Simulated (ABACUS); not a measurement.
# Fe: equation of state with PBE

**Measured values to compare with.**

“Pressure Induced Densification and Compression in a Reprocessed Borosilicate Glass”, 2018, pmc:5793612 quotes, for a bulk crystal of Fe: bulk modulus 166.4 GPa.

The system is Fe.

```xyz
1
Lattice="-1.4430 1.4430 1.4430 1.4430 -1.4430 1.4430 1.4430 1.4430 -1.4430" Properties=species:S:1:pos:R:3 pbc="T T T"
Fe    0.0000    0.0000    0.0000
```

```
Program                                       : ABACUS 3.10.1
Task                                          : equation of state
Functional                                    : PBE
Potentials or basis                           : PseudoDojo NC SR 0.4.1 PBE standard
Cutoff                                        : 1225 eV
Density cutoff                                : 4898 eV
Basis                                         : plane waves
k mesh                                        : 13 × 13 × 13
Occupations                                   : fermi-dirac, width 0.05 eV
Spin                                          : collinear spin, ferromagnetic start
Starting moments                              : [3.0] μB
Radial cutoff of the potentials (pseudo_rcut) : 10 bohr
SCF threshold on the density                  : 1e-08
Max SCF steps                                 : 100
Eigensolver                                   : dav
Mixing                                        : broyden
Mixing share                                  : 0.4
Symmetry key                                  : 1
```

```json
{
  "Equilibrium volume": "11.44 Å³/atom",
  "Bulk modulus": "107 GPa",
  "Pressure derivative of the bulk modulus": "3.9 (rough: it moves with the points fitted)"
}
```

Energy against volume, from the lowest point:
| volume (Å³/atom) | energy (meV/atom) |
| --- | --- |
| 11.298 | 0.95 |
| 11.538 | 0.00 |
| 11.778 | 3.28 |
| 12.019 | 9.76 |
| 12.259 | 17.61 |
| 12.499 | 28.03 |
| 12.740 | 41.84 |

All runs of the series together: 2.1 min on 4 threads of Intel(R) Xeon(R) Platinum 8375C CPU @ 2.90GHz (Ice Lake), on a shared host.

Against the measured bulk modulus of Fe, 166.4 GPa (quoted in “Pressure Induced Densification and Compression in a Reprocessed Borosilicate Glass”, 2018, pmc:5793612), the calculated 107 GPa is off by -35.5 %. So large a miss can be the level of theory's own, or it may mean another phase, state or a wrong row. The fit is for a static lattice scaled at fixed shape and fixed fractional positions.

Caveat: the fit is doubtful: noisy points or a state that changes with volume.
